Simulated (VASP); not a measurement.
The system is PtS2.

```
CELL_PARAMETERS angstrom
3.11651 -1.91048 0.00000
3.11651 1.91048 0.00000
-0.00307 0.00000 4.39494
ATOMIC_POSITIONS crystal
Pt 0.00000 0.00000 0.00000
S 0.68790 0.68790 0.28890
S 0.31210 0.31210 0.71110
```

The cell was built by a generator and isn't the measured one.

Base run:

```yaml
Program: VASP 6.6.1
Functional: PBE
Potentials_or_basis: VASP PAW PBE potentials, release 64 (Pt, S)
Cutoff: 520 eV
k_mesh: 6 × 6 × 4
Occupations: gaussian, width 0.05 eV
Spin: collinear spin, ferromagnetic start
Starting_moments: "[0.5, 0.0, 0.0] μB"
Hubbard_terms: Pt d U = 6 eV
```

Its results: band gap on the k mesh none (metal or under the smearing width); pressure -7.5 GPa; net moment 0.00 μB per cell; largest force 1.258 eV/Å.

Problem. The run is repeated on the same cell with these changes: hubbard terms from Pt d U = 6 eV to Pt d U = 2 eV; further incar settings from ALGO = Fast; EDIFF = 1e-06 to ALGO = Normal; EDIFF = 1e-06; NBANDS = 22. What comes out?

Solution. Band gap on the k mesh none (metal or under the smearing width); pressure -5.3 GPa; net moment 0.00 μB per cell; largest force 1.432 eV/Å.

Caveats: forces of over 1 eV/Å show positions far from the minimum, so gaps and moduli don't describe the material at rest.
